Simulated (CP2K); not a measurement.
# AlN (P6_3mc) in CP2K: notebook, part 2 of 2

CP2K 2026.2.

### Step 3. Band structure, LDA

Contents of aln_bands.inp:

```
&GLOBAL
  PROJECT aln_bands
  RUN_TYPE ENERGY_FORCE
  PRINT_LEVEL LOW
&END GLOBAL
&FORCE_EVAL
  METHOD QS
  STRESS_TENSOR ANALYTICAL
  &DFT
    BASIS_SET_FILE_NAME BASIS_MOLOPT_UZH
    POTENTIAL_FILE_NAME GTH_POTENTIALS
    &MGRID
      CUTOFF 450
      REL_CUTOFF 60
      NGRIDS 5
    &END MGRID
    &QS
      METHOD GPW
      EPS_DEFAULT 1.0E-9
    &END QS
    &KPOINTS
      SCHEME MONKHORST-PACK 10 10 6
      GAMMA_CENTERED T
      SYMMETRY T
      SYMMETRY_BACKEND SPGLIB
    &END KPOINTS
    &SCF
      SCF_GUESS ATOMIC
      EPS_SCF 1.0E-6
      MAX_SCF 100
      ADDED_MOS 14
      CHOLESKY OFF
      EPS_EIGVAL 1.0E-7
      &DIAGONALIZATION ON
        ALGORITHM STANDARD
      &END DIAGONALIZATION
      &MIXING ON
        METHOD BROYDEN_MIXING
        ALPHA 0.4
        BETA 1.5
        NBUFFER 8
      &END MIXING
      &SMEAR ON
        METHOD FERMI_DIRAC
        ELECTRONIC_TEMPERATURE [K] 580.226
      &END SMEAR
    &END SCF
    &XC
      &XC_FUNCTIONAL
        &LDA_X
        &END LDA_X
        &LDA_C_PW
        &END LDA_C_PW
      &END XC_FUNCTIONAL
    &END XC
    &PRINT
      &KPOINTS ON
      &END KPOINTS
      &MULLIKEN ON
      &END MULLIKEN
      &MO ON
        ENERGIES T
        OCCUPATION_NUMBERS T
        &EACH
          QS_SCF 0
        &END EACH
        ADD_LAST NUMERIC
      &END MO
      &BAND_STRUCTURE
        FILE_NAME bands.bs
        ADDED_MOS 2
        &KPOINT_SET
          UNITS B_VECTOR
          NPOINTS 8
          SPECIAL_POINT GAMMA 0.00000000 0.00000000 0.00000000
          SPECIAL_POINT M 0.50000000 0.00000000 0.00000000
          SPECIAL_POINT K 0.33333333 0.33333333 0.00000000
          SPECIAL_POINT GAMMA 0.00000000 0.00000000 0.00000000
          SPECIAL_POINT A 0.00000000 0.00000000 0.50000000
          SPECIAL_POINT L 0.50000000 0.00000000 0.50000000
          SPECIAL_POINT H 0.33333333 0.33333333 0.50000000
          SPECIAL_POINT A 0.00000000 0.00000000 0.50000000
        &END KPOINT_SET
        &KPOINT_SET
          UNITS B_VECTOR
          NPOINTS 8
          SPECIAL_POINT L 0.50000000 0.00000000 0.50000000
          SPECIAL_POINT M 0.50000000 0.00000000 0.00000000
        &END KPOINT_SET
        &KPOINT_SET
          UNITS B_VECTOR
          NPOINTS 8
          SPECIAL_POINT K 0.33333333 0.33333333 0.00000000
          SPECIAL_POINT H 0.33333333 0.33333333 0.50000000
        &END KPOINT_SET
      &END BAND_STRUCTURE
    &END PRINT
  &END DFT
  &SUBSYS
    &CELL
      ABC 3.1130000000 3.1130000000 4.9810000000
      ALPHA_BETA_GAMMA 90.0000000000 90.0000000000 119.9999999998
      PERIODIC XYZ
    &END CELL
    &COORD
      SCALED
      Al  0.6666666667 0.3333333333 0.5000000000
      Al  0.3333333333 0.6666666667 0.0000000000
      N   0.6666666667 0.3333333333 0.8800000000
      N   0.3333333333 0.6666666667 0.3800000000
    &END COORD
    &KIND Al
      BASIS_SET TZVP-MOLOPT-PBE-GTH-q3
      POTENTIAL GTH-PADE-q3
    &END KIND
    &KIND N
      BASIS_SET TZVP-MOLOPT-PBE-GTH-q5
      POTENTIAL GTH-PADE-q5
    &END KIND
    &PRINT
      &ATOMIC_COORDINATES ON
      &END ATOMIC_COORDINATES
      &CELL ON
      &END CELL
    &END PRINT
  &END SUBSYS
  &PRINT
    &FORCES ON
    &END FORCES
    &STRESS_TENSOR ON
    &END STRESS_TENSOR
  &END PRINT
&END FORCE_EVAL
```

Potentials or basis: GTH_POTENTIALS Al GTH-PADE-q3, N GTH-PADE-q5; TZVP-MOLOPT-PBE-GTH basis.

Run with:

```sh
> OMP_NUM_THREADS=2 cp2k.psmp -i aln_bands.inp -o aln_bands.out
```

It took 50 s on 2 threads of Arm Neoverse V1, shared host; peak memory 0.32 GiB.

The run converged. Its results:

```
Free energy             : -662.1901 eV
Pressure                : -5.8 GPa
Largest force           : 0.114 eV/Å
Band gap on the k mesh  : 4.25 eV, direct
Band gap along the path : 4.25 eV, direct
Mulliken charges        : Al +1.66; N -1.66 e
```

Forces on the atoms (eV/Å):
```
Al   0.000  0.000 -0.114
Al   0.000  0.000 -0.114
N    0.000  0.000  0.110
N    0.000  0.000  0.110
```

Stress tensor (GPa, compression positive):
```
-6.48  0.00  0.00
 0.00 -6.48  0.00
 0.00  0.00 -4.58
```

Levels at the corners of the path, in eV from the valence-band top:
```tsv
point	band 5	band 6	band 7	band 8	band 9	band 10	band 11	band 12
Γ	-0.87	-0.18	-0.18	0.00	4.25	6.56	10.54	11.07
M	-3.43	-2.14	-1.84	-0.69	5.69	5.75	8.19	10.24
K	-3.85	-2.49	-2.46	-2.46	4.97	8.33	9.67	9.67
Γ	-0.87	-0.18	-0.18	0.00	4.25	6.56	10.54	11.07
A	-0.54	-0.54	-0.54	-0.54	6.42	6.42	10.22	10.22
L	-1.49	-1.49	-1.40	-1.40	5.23	5.23	9.15	9.15
H	-3.94	-3.94	-0.83	-0.83	7.38	7.38	7.75	7.75
A	-0.54	-0.54	-0.54	-0.54	6.42	6.42	10.22	10.22
L	-1.49	-1.49	-1.40	-1.40	5.23	5.23	9.15	9.15
M	-3.43	-2.14	-1.84	-0.69	5.69	5.75	8.19	10.24
K	-3.85	-2.49	-2.46	-2.46	4.97	8.33	9.67	9.67
H	-3.94	-3.94	-0.83	-0.83	7.38	7.38	7.75	7.75
```

Caveat: Mulliken charges move with the basis; the basis of atomic orbitals isn't converged, which shifts pressures, moduli and gaps.

### Step 4. Band structure, PBEsol

aln_bands.inp, as its differences from that of step 3:

```diff
@@ -10,3 +10,3 @@
     BASIS_SET_FILE_NAME BASIS_MOLOPT_UZH
-    POTENTIAL_FILE_NAME GTH_POTENTIALS
+    POTENTIAL_FILE_NAME POTENTIAL_UZH
     &MGRID
@@ -44,3 +44,3 @@
         METHOD FERMI_DIRAC
-        ELECTRONIC_TEMPERATURE [K] 580.226
+        ELECTRONIC_TEMPERATURE 116.05
       &END SMEAR
@@ -49,6 +49,6 @@
       &XC_FUNCTIONAL
-        &LDA_X
-        &END LDA_X
-        &LDA_C_PW
-        &END LDA_C_PW
+        &GGA_X_PBE_SOL
+        &END GGA_X_PBE_SOL
+        &GGA_C_PBE_SOL
+        &END GGA_C_PBE_SOL
       &END XC_FUNCTIONAL
@@ -68,8 +68,13 @@
       &END MO
+      &LOWDIN ON
+      &END LOWDIN
+      &HIRSHFELD ON
+        SHAPE_FUNCTION DENSITY
+      &END HIRSHFELD
       &BAND_STRUCTURE
         FILE_NAME bands.bs
-        ADDED_MOS 2
+        ADDED_MOS 4
         &KPOINT_SET
           UNITS B_VECTOR
-          NPOINTS 8
+          NPOINTS 10
           SPECIAL_POINT GAMMA 0.00000000 0.00000000 0.00000000
@@ -85,3 +90,3 @@
           UNITS B_VECTOR
-          NPOINTS 8
+          NPOINTS 10
           SPECIAL_POINT L 0.50000000 0.00000000 0.50000000
@@ -91,3 +96,3 @@
           UNITS B_VECTOR
-          NPOINTS 8
+          NPOINTS 10
           SPECIAL_POINT K 0.33333333 0.33333333 0.00000000
@@ -100,4 +105,5 @@
     &CELL
-      ABC 3.1130000000 3.1130000000 4.9810000000
-      ALPHA_BETA_GAMMA 90.0000000000 90.0000000000 119.9999999998
+      A 3.1130000000 0.0000000000 0.0000000000
+      B -1.5565000000 2.6959370820 0.0000000000
+      C 0.0000000000 0.0000000000 4.9810000000
       PERIODIC XYZ
@@ -113,3 +119,3 @@
       BASIS_SET TZVP-MOLOPT-PBE-GTH-q3
-      POTENTIAL GTH-PADE-q3
+      POTENTIAL GTH-PBE-q3
     &END KIND
@@ -117,3 +123,3 @@
       BASIS_SET TZVP-MOLOPT-PBE-GTH-q5
-      POTENTIAL GTH-PADE-q5
+      POTENTIAL GTH-PBE-q5
     &END KIND
```

Potentials or basis: POTENTIAL_UZH Al GTH-PBE-q3, N GTH-PBE-q5; TZVP-MOLOPT-PBE-GTH basis.

Run with:

```sh
> OMP_NUM_THREADS=2 cp2k.psmp -i aln_bands.inp -o aln_bands.out
```

Wall time 55 s (2 threads of Arm Neoverse V1, shared host); peak memory 0.32 GiB.

It converged, with:

```yaml
Free_energy: -658.2146 eV
Pressure: 2.4 GPa
Band_gap_on_the_k_mesh: 4.12 eV, direct
Band_gap_along_the_path: 4.12 eV, direct
Mulliken_charges: Al +1.63; N -1.63 e
Hirshfeld_charges: Al +0.37; N -0.37 e
```

Stress tensor (GPa, compression positive):
```
1.93 0.00 0.00
0.00 1.93 0.00
0.00 0.00 3.25
```

Levels at the corners of the path, in eV from the valence-band top:
| point | band 5 | band 6 | band 7 | band 8 | band 9 | band 10 | band 11 | band 12 |
| --- | --- | --- | --- | --- | --- | --- | --- | --- |
| Γ | -0.85 | -0.18 | -0.18 | 0.00 | 4.12 | 6.59 | 10.57 | 11.22 |
| M | -3.40 | -2.10 | -1.82 | -0.66 | 5.70 | 5.70 | 8.20 | 10.26 |
| K | -3.81 | -2.47 | -2.43 | -2.43 | 4.91 | 8.30 | 9.67 | 9.67 |
| Γ | -0.85 | -0.18 | -0.18 | 0.00 | 4.12 | 6.59 | 10.57 | 11.22 |
| A | -0.53 | -0.53 | -0.53 | -0.53 | 6.38 | 6.38 | 10.31 | 10.31 |
| L | -1.46 | -1.46 | -1.38 | -1.38 | 5.20 | 5.20 | 9.20 | 9.20 |
| H | -3.93 | -3.93 | -0.79 | -0.79 | 7.34 | 7.34 | 7.75 | 7.75 |
| A | -0.53 | -0.53 | -0.53 | -0.53 | 6.38 | 6.38 | 10.31 | 10.31 |
| L | -1.46 | -1.46 | -1.38 | -1.38 | 5.20 | 5.20 | 9.20 | 9.20 |
| M | -3.40 | -2.10 | -1.82 | -0.66 | 5.70 | 5.70 | 8.20 | 10.26 |
| K | -3.81 | -2.47 | -2.43 | -2.43 | 4.91 | 8.30 | 9.67 | 9.67 |
| H | -3.93 | -3.93 | -0.79 | -0.79 | 7.34 | 7.34 | 7.75 | 7.75 |

Caveat: the forces don't sum to zero, a sign of grid noise; Mulliken charges move with the basis; the potentials were made for another functional, which shifts forces and pressure; the basis of atomic orbitals isn't converged, which shifts pressures, moduli and gaps.

### Step 5. Summary

| level | potentials or basis | smearing | EPS_DEFAULT | points a segment of the path (NPOINTS) | bands added on the path | gap on the mesh (eV) | pressure (GPa) |
| --- | --- | --- | --- | --- | --- | --- | --- |
| PBE | POTENTIAL_UZH Al GTH-PBE-q3, N GTH-PBE-q5; TZVP-MOLOPT-PBE-GTH basis | fermi-dirac 0.05 eV | 1.0E-10 | 8 | 6 | 4.24 | 2.7 |
| LDA | GTH_POTENTIALS Al GTH-PADE-q3, N GTH-PADE-q5; TZVP-MOLOPT-PBE-GTH basis | fermi-dirac 0.05 eV | 1.0E-9 | 8 | 2 | 4.25 | -5.8 |
| PBEsol | POTENTIAL_UZH Al GTH-PBE-q3, N GTH-PBE-q5; TZVP-MOLOPT-PBE-GTH basis | fermi-dirac 0.01 eV | 1.0E-9 | 10 | 4 | 4.12 | 2.4 |

Alike in all rows: task band structure; no spin polarisation; cell as given; k mesh 10 × 10 × 6.

Caveats: the basis of atomic orbitals isn't converged, which shifts pressures, moduli and gaps; the forces don't sum to zero, a sign of grid noise (some runs); the potentials were made for another functional, which shifts forces and pressure (some runs).

Absolute energies hang on the potentials; compare differences alone.

### Step 6. How close it comes

Step 2. Against the measured gap of AlN, 6.0343 eV (an exciton energy, a little under the gap; 0 K; quoted in “Structural and optical properties of self-assembled AlN nanowires grown on SiO2/Si substrates by molecular beam epitaxy”, 2024, arxiv:2402.00216), the calculated 4.24 eV is off by -1.79 eV. 2 values of this kind are on record (6.034 to 6.0343 eV); this one was drawn at random. The value is that of PBE in an atomic basis (POTENTIAL_UZH Al GTH-PBE-q3, N GTH-PBE-q5; TZVP-MOLOPT-PBE-GTH basis), whose error adds to the functional's,, without temperature or zero-point motion. Semilocal functionals fall short of measured gaps as a rule.

Step 3. Measured gap of AlN: 6.0343 eV (an exciton energy, a little under the gap; 0 K; quoted in “Structural and optical properties of self-assembled AlN nanowires grown on SiO2/Si substrates by molecular beam epitaxy”, 2024, arxiv:2402.00216). This calculation gives 4.25 eV (-1.79 eV). 2 values of this kind are on record (6.034 to 6.0343 eV); this one was drawn at random. The value is that of LDA in an atomic basis (GTH_POTENTIALS Al GTH-PADE-q3, N GTH-PADE-q5; TZVP-MOLOPT-PBE-GTH basis), whose error adds to the functional's,, without temperature or zero-point motion. Semilocal functionals fall short of measured gaps as a rule.

Step 4. A measured gap of AlN is 6.0343 eV (an exciton energy, a little under the gap; 0 K; quoted in “Structural and optical properties of self-assembled AlN nanowires grown on SiO2/Si substrates by molecular beam epitaxy”, 2024, arxiv:2402.00216); the calculated 4.12 eV misses it by -1.91 eV. 2 values of this kind are on record (6.034 to 6.0343 eV); this one was drawn at random. The value is that of PBEsol in an atomic basis (POTENTIAL_UZH Al GTH-PBE-q3, N GTH-PBE-q5; TZVP-MOLOPT-PBE-GTH basis), whose error adds to the functional's,, without temperature or zero-point motion. Semilocal functionals fall short of measured gaps as a rule.
